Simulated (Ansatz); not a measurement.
Computed with Ansatz, DFT, PBE, plane waves (420 eV) with PAW, scalar-relativistic.

An element in the diamond structure gives this curve. The cell is scaled uniformly from the relaxed one, with fractional coordinates and shape fixed. Energies are extrapolated to zero smearing, pressures are those at the given smearing. Magnetic state: spin not included.

```tsv
V (Å³/atom)	E − E₀ (meV/atom)	P (GPa)
25.711	94.4	9.93
26.880	37.9	5.70
28.049	8.6	2.47
29.217	0.0	0.01
30.386	7.1	-1.85
31.555	26.1	-3.25
32.724	53.9	-4.29
```

(1) Which element is it?
A. gold
B. titanium
C. gallium
D. niobium

Answers

(1) A. Its fit is V₀ = 29.22 Å³/atom, B₀ = 53 GPa, B₀′ = 6.0.
